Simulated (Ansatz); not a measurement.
A run of Ansatz 0.2.0 is set up as follows.

The input input.yaml:

```yaml
crystal:
  lattice:
    - [1.2331880975, 0.7119814801, 8.2826151019]
    - [-1.2331880975, 0.7119814801, 8.2826151019]
    - [0.0, -1.4239629601, 8.2826151019]
  atoms:
    - { symbol: C, position: [0.08717308, 0.08717308, 0.08717308] }
    - { symbol: C, position: [0.75385006, 0.75385006, 0.75385006] }
    - { symbol: C, position: [0.24614994, 0.24614994, 0.24614994] }
    - { symbol: C, position: [0.91282692, 0.91282692, 0.91282692] }
hamiltonian:
  xc: { exchange: slater, correlation: vwn5 }
  pseudopotentials: { kind: paw, xc_functional: lda, accuracy: standard }
kpoints:
  mp_grid: { grid: [12, 12, 12] }
scf:
  occupations: { method: fermi_dirac, width: 0.1 }
  n_extra_bands: 10
output:
  forces: true
  stress: true
  eigenvalues: true
  dos: { projected: false, de: 0.05, nscf_kmesh: { grid: [18, 18, 18] } }
```

Potentials or basis: JTH PAW LDA.

Command:

```sh
$ ansatz run input.yaml --threads 2 --pin off --max-ram 5120MiB --backend cpu --events-out ev --progress --plain --runs-dir out
```

Task: Estimate the pressure.

Result: -6.7 GPa.

Task: Predict the largest force.

Result: 0.007 eV/Å.

Stress tensor (GPa, compression positive):
```
-9.64  0.00  0.00
 0.00 -9.64  0.00
 0.00  0.00 -0.89
```
